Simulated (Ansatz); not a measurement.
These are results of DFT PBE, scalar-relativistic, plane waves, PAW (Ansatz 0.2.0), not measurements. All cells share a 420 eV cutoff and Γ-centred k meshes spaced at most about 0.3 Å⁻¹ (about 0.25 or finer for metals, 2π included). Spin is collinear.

All energies are static (0 K, no zero-point motion).

Compare these two cells of Cu₃Ni₂, each relaxed at this level.

A. (parallel moments up to 0.2 μB)

```
Cu Ni
1.0
     2.51823    0.00000    0.00000
    -1.25911    2.18085    0.00000
     0.00000    0.00000   20.86102
Cu Ni
6 4
Direct
  0.33333 0.66667 0.94905
  0.33333 0.66667 0.55095
  0.33333 0.66667 0.75000
  0.66667 0.33333 0.05095
  0.66667 0.33333 0.25000
  0.66667 0.33333 0.44905
  0.33333 0.66667 0.15034
  0.33333 0.66667 0.34966
  0.66667 0.33333 0.65034
  0.66667 0.33333 0.84966
```

B. (parallel moments up to 0.5 μB)

```
Cu Ni
1.0
    -1.26594    1.26594    8.96085
     1.26594   -1.26594    8.96085
     1.26594    1.26594   -8.96085
Cu Ni
3 2
Direct
  0.39722 0.39722 0.00000
  0.00000 0.00000 0.00000
  0.60278 0.60278 0.00000
  0.79700 0.79700 0.00000
  0.20300 0.20300 0.00000
```

Question: Which would you expect to be lower, and how large is the difference?

Answer: B is lower, by 7 meV/atom. A has Cu and Ni ordered on hcp sites, space group P6_3/mmc (No. 194), 11.5 Å³/atom and no gap on its mesh; B has Cu and Ni ordered on fcc sites, space group I4/mmm (No. 139), 11.5 Å³/atom and no gap. In A, around Cu on a site of symmetry 3m lie 9 Cu at 2.52–2.58 Å and 3 Ni at 2.53 Å; Cu on a site of symmetry -6m2 is surrounded by 6 Cu at 2.52 Å and 6 Ni at 2.54 Å; around Ni lie 6 Ni at 2.52 Å and 6 Cu at 2.53–2.54 Å. In B, Cu on a site of symmetry 4mm has 8 Cu at 2.53–2.57 Å and 4 Ni at 2.54 Å; around Cu on a site of symmetry 4/mmm lie 12 Cu at 2.53–2.57 Å; around Ni lie 8 Ni at 2.46–2.53 Å and 4 Cu at 2.54 Å. Both come from invented guesses.

The k mesh leaves some 4 meV/atom of noise in the energy of each metallic cell. The magnetic state reached may not be the lowest. Cells relaxed within their symmetry can be saddle points. Some types were kept out of the candidates beforehand, so the set may lack a known form.
